Why does the same rearrangement of atoms cost about four times as much energy in iridium as in copper, and why is it cheap in cobalt, which stands in iridium's own group? Each of these metals normally crystallises in a close-packed structure, where an atom has twelve neighbours at equal or nearly equal distances. The omega structure, known from titanium and zirconium, gives up this evenness. The column "energy over elements" is the price: the energy per atom of the omega form less that of the element in its standard state.

Metals of groups 8 to 11 in the omega structure (space group 191), with cell and atoms relaxed within that symmetry. Ansatz 0.2.0, PBE, plane-wave PAW, scalar-relativistic, cutoff 420 eV, Gaussian smearing 0.1 eV. Energies are relative to the elements' standard states, valence electrons are counted per atom by group number, and spin "none" means no spin polarisation.

```
element   Z  valence electrons  volume per atom (Å³)  shortest distance (Å)       spin  energy over elements (eV/atom)
     Co  27                  9                 11.05                  2.438  collinear                           0.082
     Ni  28                 10                 11.11                  2.418  collinear                           0.126
     Cu  29                 11                 12.17                  2.474       none                           0.079
     Ru  44                  8                 14.11                  2.683       none                           0.260
     Rh  45                  9                 14.43                  2.658       none                           0.227
     Ir  77                  9                 14.95                  2.698       none                           0.338
     Pt  78                 10                 16.03                  2.706       none                           0.154
```

The price is positive in every row, so none of these metals prefers omega at zero temperature, for which the energies hold; zero-point motion is left out. A tenth of an electronvolt per atom is roughly 10 kJ/mol, well above the thermal energy at room temperature. Iridium pays most, 0.338 eV per atom. Copper and cobalt pay least. They differ by only 0.003 eV per atom, less than the error of about 0.004 eV that the data makers' tests on other metals suggest for such energies, so they are best treated as tied.

Two patterns need a cause. Down group 9 the price climbs steeply from cobalt through rhodium to iridium, while in group 10 platinum is only slightly above nickel. Along a row, iridium costs more than twice as much as platinum, but cobalt costs less than nickel. Cobalt is thus the irregular member, and a good explanation must say why nickel, its magnetic neighbour, is not irregular too.

### What the omega structure changes

Omega consists of flat honeycomb layers alternating with more open triangular layers. An atom in a honeycomb layer has three close neighbours within the layer, two more above and below along the hexagonal axis, and six in the adjoining triangular layers. An atom in a triangular layer has fourteen neighbours at two distances. In relaxed omega copper the three distances are 2.38, 2.47 and 2.69 Å, where the close-packed metal has a single one.

The column "shortest distance" has to be read with care, because its values are the spacings along the hexagonal axis. The bonds inside the honeycomb are shorter in every row, as the relaxed cell edges show. The column seems to say that the shortest bond contracts from cobalt to nickel and from ruthenium to rhodium. The honeycomb bond in fact lengthens slightly in both steps.

### Width and holes

Apart from copper, these metals owe much of their cohesion to the d electrons. When atoms meet, their d levels spread into a band, with bonding states at the bottom and antibonding states at the top. Rearranging the atoms redistributes the states within the band, but it hardly moves their average energy. If the band is full, every state is occupied, the sum of their energies is fixed by that average, and the d band has no preference for either structure.

A preference needs empty states, or holes. The holes sit at the top of the band, so the favoured structure is the one that places more states high up, where they can be left empty. In these late transition metals that structure is the close-packed one. Each additional hole at first adds to its advantage, and so to the price of omega.

The second ingredient is the width of the band. If every interaction between neighbouring d orbitals is made twice as strong, every energy difference within the band doubles as well. The 4d and 5d orbitals reach further out than the 3d orbitals and overlap more, which makes their bands much wider. This is the standard reason why structural energy differences tend to grow down a group.

The two ingredients together account for the main pattern. Iridium has a very wide band and about two holes per atom. Platinum's band is nearly as wide but has only about one hole, and copper's d shell is full. Copper still pays 0.079 eV per atom, which plausibly reflects the repulsion between filled shells and the preference of the outer s electrons for even packing.

### A simple rule

The argument can be put into numbers with Friedel's model, which spreads the d states evenly over the width of the band. Let $W$ be the band width and $N$ the number of d electrons per atom, taken as the number of valence electrons less one. Filling the band from the bottom gives the bonding energy

$$E_\mathrm{d}=\frac{W\,N(10-N)}{20}.$$

Suppose that omega loses a fixed share of this energy and also pays a constant amount that remains when the d shell is full:

$$\Delta E = E_0+\lambda E_\mathrm{d}.$$

A least-squares fit to the five metals that were computed without spin polarisation, and so taken as nonmagnetic, uses rough recalled values for the widths. It gives $E_0\approx0.083$ eV and $\lambda\approx0.027$. In this rule omega sacrifices about 3 % of the d bonding, though the fitted share is uncertain by almost a third. The constant comes out close to the price of copper, the one metal without a d term, and it is an assumption that the other metals share it.

Nickel was not part of the fit and can serve as a worked case. Its width is about 3.8 eV and it has nine d electrons, so

$$E_\mathrm{d}=\frac{3.8\times9\times1}{20}=1.71\ \text{eV},\qquad
\Delta E=0.083+0.027\times1.71\approx0.13\ \text{eV}.$$

The calculated value is 0.126 eV per atom. Such close agreement is better than the rule deserves, because it typically misses the fitted metals by 0.04 eV and underrates iridium by 0.07 eV.

The rule also explains why group 10 is so flat. Platinum's band is nearly twice as wide as nickel's, but with one hole per atom the d term makes up at most about half of the price. The rest is the constant part, which the width does not touch. In group 9, with two holes, the width has more to act on.

How much of this do the numbers really support? A still simpler rule, in which the price is just proportional to the width, fits the same five metals about equally well. The case for counting holes rests on iridium and platinum: their widths differ by a factor of about 1.2, their prices by 2.2. Both values come from a calculation without spin–orbit coupling, which matters most for these two heavy metals and could shift them somewhat.

### Where more holes stop helping

Ruthenium has three holes per atom and a wider band than rhodium, yet it pays only 0.033 eV more. Friedel's formula expects a larger step and overrates ruthenium. To see what the holes do by themselves, subtract copper's price from that of each metal and divide by the band width. The result is the d part of the price per electronvolt of width.

For platinum, with one hole, this gives $(0.154-0.079)/7.0\approx0.011$. For rhodium, with two, it is $(0.227-0.079)/6.8\approx0.022$, and for ruthenium, with three, $(0.260-0.079)/8.0\approx0.023$. The second hole doubles the effect and the third adds almost nothing. Iridium, also with two holes, reaches about 0.030, so the figures are rough, but it too gives no sign of a further rise at the third hole.

The levelling off has a plausible reason in the shape of the band, though the calculation did not examine it. The first holes would empty the very top of the band, where the close-packed structure has its advantage. Later holes would empty states further down, where the two structures differ less or where omega may even have the better states to leave empty. An even spread of states has no such detail, so Friedel's formula levels off only gently and still expects a clear gain from the third hole.

### Why cobalt is cheap and nickel is not

The calculation for omega cobalt started from parallel moments and may have missed a magnetic order of lower energy. In the state it found, the metal is ferromagnetic like ordinary cobalt, with a moment of 1.65 Bohr magnetons per atom. Its d electrons are therefore divided unequally between two bands, one for each spin, with room for five electrons each. With eight d electrons in total, the majority band holds about 4.8 and is almost full. Like the full d shell of copper, it has little say in the choice of structure.

Nearly all the holes are now in the minority band, which holds about 3.2 electrons. It is filled to the same degree as the bands of a nonmagnetic metal with 6.4 d electrons, and the closest such metal in the table is ruthenium, with seven. The normal structures hint at the same kinship: cobalt is hexagonal close-packed like ruthenium, while rhodium and iridium are cubic. One spin has dropped out, so the d part should be about half of ruthenium's, scaled to cobalt's narrower band of about 4.5 eV. The estimate is

$$0.079+\tfrac12\times4.5\times0.023\approx0.13\ \text{eV}.$$

A nonmagnetic cobalt, scaled from rhodium in the same way, would come out near 0.18 eV. Magnetism thus lowers the expected price, and it does so because of the levelling off. Cobalt loses the contribution of one spin, and the extra holes in the other spin do not make up for it.

Nickel shows the opposite case. Its moment of 0.63 Bohr magnetons, which was likewise found from a parallel start and may not belong to the lowest magnetic state, also moves most of the holes into the minority band, which is then filled about as in rhodium. But between one hole and two the effect still grows at least in proportion, so one spin with doubled holes counts for no less than two spins with single ones. Scaled from platinum as a nonmagnetic metal, or from half of rhodium as a magnetic one, nickel comes out at 0.12 eV both ways. Magnetism leaves nickel in line and pulls cobalt out of it.

The calculated price of cobalt, 0.082 eV per atom, is lower still, so the estimate covers only about half of the gap. The loss of bonding strength alone does even less: Friedel's formula applied to each spin separately lowers cobalt by only 0.02 eV. The remainder may come from the detailed shape of the minority band, or from a difference in exchange energy between the omega and the normal form, which the argument leaves out. Neither was examined. The magnetic explanation as a whole is an argument from neighbouring metals, and the direct test would be to calculate both the omega and the normal form of cobalt with the moment switched off.

### The same structure at the other end of the row

Titanium and zirconium, in group 4, show how far the reasoning carries. In both metals omega is a real phase that forms under pressure, so its energy must lie close to that of the normal structure. By the count used here they have three d electrons. Friedel's formula treats a band with three electrons like one with three holes, and with a fixed share lost it would make omega expensive there as well. What fails is the fixed share: near the bottom of the band the question is which structure offers the better states to fill, and the answer can be a different one.

For a late transition metal, then, the guess starts from two questions: how wide is the d band, and how many holes does it have? A wide band with two or three holes makes omega expensive, while a narrow or nearly full one brings the price down towards copper's. In a ferromagnet the holes have to be counted for each spin separately. A low price is still no promise that the structure can be made, since the relaxation kept the symmetry of the cell and did not test whether the atoms would slide away from it.
